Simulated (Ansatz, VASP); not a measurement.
# SiC in VASP and in Ansatz

POSCAR

```
SiC
1.0
    0.0000000000      2.2325986101      2.0692377362
    2.2325986101      0.0000000000      2.0692377362
    2.2325986101      2.2325986101      0.0000000000
Si C
1 1
Direct
    0.0000000000      0.0000000000      0.0000000000
    0.7500000000      0.7500000000      0.7500000000
```

INCAR.step1

```
  PREC = Accurate
  ENCUT = 520
  ISMEAR = 0
  SIGMA = 0.05
  LREAL = F
  LASPH = T
  NELM = 80
  NBANDS = 11
  GGA = PE
  ALGO = Normal
  EDIFF = 1E-4
  LWAVE = T
  LCHARG = F
```

INCAR.step2

```
  PREC = Accurate
  ENCUT = 520
  EDIFF = 1E-6
  ISMEAR = 0
  SIGMA = 0.05
  LREAL = F
  LASPH = T
  NELM = 80
  ALGO = Normal
  ISIF = 2
  LWAVE = F
  LCHARG = T
  METAGGA = R2SCAN
  LMIXTAU = T
  LELF = T
  LVHAR = T
  NBANDS = 11
  ISTART = 1
```

File KPOINTS:

```
regular mesh
0
Gamma
  10 10 10
```

Input for Ansatz:

```yaml
crystal:
  lattice:
    - [0.0, 2.2325986101, 2.0692377362]
    - [2.2325986101, 0.0, 2.0692377362]
    - [2.2325986101, 2.2325986101, 0.0]
  atoms:
    - { symbol: Si, position: [0.0, 0.0, 0.0] }
    - { symbol: C, position: [0.75, 0.75, 0.75] }
basis:
  ecutwfc: 500
kpoints:
  mp_grid: { grid: [10, 10, 10] }
hamiltonian:
  xc: r2scan
scf:
  occupations: { method: gaussian, width: 0.05 }
output:
  forces: true
  stress: true
  eigenvalues: true
  write_density: true
  write_potential: true
  elf: true
  volumetric_format: npy
```

Change from the starting cell: strain +0.025 along x and y, -0.050 along z, atoms carried along.

Alike in both runs: task single point; functional r2SCAN; k mesh 10 × 10 × 10; occupations gaussian, width 0.05 eV; no spin polarisation.

|  | VASP | Ansatz |
| --- | --- | --- |
| version | VASP 6.6.1 | Ansatz 0.2.0 |
| potentials or method | VASP PAW PBE potentials, release 64 (Si, C) | scalar-relativistic, plane waves, PAW |
| plane-wave cutoff (eV) | 520 | 500 |
| valence electrons in the cell | 8 | 8 |

Ansatz gave:

| Quantity | Value |
| --- | --- |
| gap on the k mesh at the Fermi level (eV) | 0.95 |
| least direct gap on the mesh (eV) | 4.97 |
| pressure (GPa) | 0.0 |
| largest component of the traceless stress (GPa) | 12.09 |

Q: Which values does VASP return?

A: gap on the k mesh at the Fermi level (eV): 0.96; least direct gap on the mesh (eV): 4.98; pressure (GPa): -0.2; largest component of the traceless stress (GPa): 12.16.

With one functional, cell and mesh, what is left measures potentials, basis and numerics.

Caveats: the PAW data sets were made with another functional, which shifts forces and pressure a little (VASP). A k mesh can miss the band edges.
